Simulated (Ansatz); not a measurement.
Density of states of MoP

```
Mo P
1.0
     3.22300    0.00000    0.00000
    -1.61150    2.79120    0.00000
     0.00000    0.00000    3.19100
Mo P
1 1
Direct
  0.00000 0.00000 0.00000
  0.33333 0.66667 0.50000
```

The geometry is COD entry 1539074, unchecked; take it as a test cell.

Spin polarisation is left out, and whether a magnetic state lies lower isn't shown here.

Theory: Ansatz 0.2.0, DFT, PBEsol, all-electron LAPW, scalar-relativistic.

Sampling and basis: a Γ-centred 15×15×13 k mesh, Fermi–Dirac smearing of 0.08 eV, basis error target 0.25 meV/atom, no spin polarisation.

States per eV and cell, averaged over 0.4 eV, from -12.6 to 2.4 eV, with energies (bin centres) from the Fermi level; empty bins are left out. The partial columns, the largest 4 alone, are projections on Löwdin-orthogonalised atomic shells (those that the program's projection atoms carry: the occupied ones and, for some elements, an empty d or f shell; other empty shells have no column), summed over atoms of an element. Weights on diffuse s and p shells depend on that basis and aren't pure angular character.

| E (eV) | total | Mo 4d | P 3p | P 3s | Mo 5s |
| --- | --- | --- | --- | --- | --- |
| -12.5 | 0.34 | 0.02 | 0.02 | 0.19 | 0.10 |
| -12.1 | 0.48 | 0.04 | 0.03 | 0.28 | 0.11 |
| -11.7 | 0.77 | 0.10 | 0.04 | 0.51 | 0.10 |
| -11.3 | 1.67 | 0.35 | 0.06 | 1.13 | 0.08 |
| -10.9 | 1.25 | 0.36 | 0.02 | 0.83 | 0.02 |
| -7.7 | 0.03 | 0.00 | 0.01 | 0.00 | 0.00 |
| -7.3 | 0.15 | 0.03 | 0.09 | 0.00 | 0.02 |
| -6.9 | 0.70 | 0.20 | 0.41 | 0.02 | 0.05 |
| -6.5 | 1.68 | 0.60 | 0.91 | 0.03 | 0.09 |
| -6.1 | 1.33 | 0.52 | 0.70 | 0.03 | 0.06 |
| -5.7 | 0.85 | 0.35 | 0.43 | 0.02 | 0.02 |
| -5.3 | 1.00 | 0.40 | 0.53 | 0.03 | 0.02 |
| -4.9 | 1.28 | 0.52 | 0.68 | 0.03 | 0.03 |
| -4.5 | 1.39 | 0.68 | 0.63 | 0.02 | 0.03 |
| -4.1 | 1.62 | 0.79 | 0.76 | 0.02 | 0.03 |
| -3.7 | 2.23 | 1.10 | 1.03 | 0.02 | 0.03 |
| -3.3 | 1.64 | 0.96 | 0.62 | 0.01 | 0.02 |
| -2.9 | 1.11 | 0.71 | 0.38 | 0.00 | 0.01 |
| -2.5 | 0.44 | 0.29 | 0.14 | 0.00 | 0.01 |
| -2.1 | 2.44 | 1.93 | 0.33 | 0.02 | 0.09 |
| -1.7 | 1.65 | 1.27 | 0.24 | 0.01 | 0.05 |
| -1.3 | 0.75 | 0.57 | 0.12 | 0.00 | 0.02 |
| -0.9 | 0.46 | 0.42 | 0.02 | 0.00 | 0.00 |
| -0.5 | 1.04 | 0.93 | 0.06 | 0.01 | 0.01 |
| -0.1 | 0.93 | 0.81 | 0.09 | 0.01 | 0.00 |
| 0.3 | 0.60 | 0.48 | 0.09 | 0.01 | 0.00 |
| 0.7 | 0.73 | 0.55 | 0.12 | 0.02 | 0.01 |
| 1.1 | 1.16 | 0.85 | 0.20 | 0.05 | 0.02 |
| 1.5 | 2.67 | 2.00 | 0.39 | 0.13 | 0.06 |
| 1.9 | 2.10 | 1.44 | 0.42 | 0.11 | 0.05 |
| 2.3 | 0.96 | 0.64 | 0.19 | 0.05 | 0.03 |

**Question.** Which of the resolved shells contributes most within 0.3 eV of the Fermi level?

**Answer.** Mo 4d, with 85 % of all states there; P 3p follows with 10 %.

**Question.** Where is the centre of the filled Mo 4d states between -14 eV and the top of the filled states?

**Answer.** -3.55 eV from the Fermi level.
